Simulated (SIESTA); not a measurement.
HfO2:

```xyz
6
Lattice="3.5580 0.0000 0.0000 0.0000 3.5580 0.0000 0.0000 0.0000 5.1719" Properties=species:S:1:pos:R:3 pbc="T T T"
Hf    0.0000    0.0000    0.0000
Hf    1.7790    1.7790    2.5859
O     0.0000    1.7790    1.0199
O     1.7790    0.0000    1.5660
O     1.7790    0.0000    4.1519
O     0.0000    1.7790    3.6059
```

Measurements of this composition are mostly on another form, of space group No. 14.

Base run:

* Program: SIESTA 5.4.2
* Functional: WC
* Potentials or basis: PseudoDojo 0.4 standard (PBEsol files)
* Basis: DZP (energy shift 0.003 Ry; two zetas on semicore shells)
* Grid cutoff: 800 Ry
* Energy shift: 0.003 Ry
* k mesh: 6 × 6 × 4
* Occupations: fermi-dirac, width 0.05 eV
* Spin: no spin polarisation

Its results: band gap on the k mesh 4.51 eV, indirect (least direct gap 4.58 eV); pressure 4.5 GPa; largest force 0.243 eV/Å.

Question: The run is repeated on the same cell with these changes: functional from WC to LDA; potentials or basis from PseudoDojo 0.4 standard (PBEsol files) to PseudoDojo 0.4 standard (LDA files). What comes out?

Answer: Band gap on the k mesh 4.43 eV, indirect (least direct gap 4.51 eV); pressure -3.4 GPa; largest force 0.158 eV/Å.

Caveats: short orbitals over semicore shells can move pressures by several GPa; spin-orbit coupling is left out, which moves the levels of the heavy elements; the basis of atomic orbitals isn't converged, which shifts pressures, moduli and gaps; the potentials were made for another functional, which shifts forces and pressure (some runs).
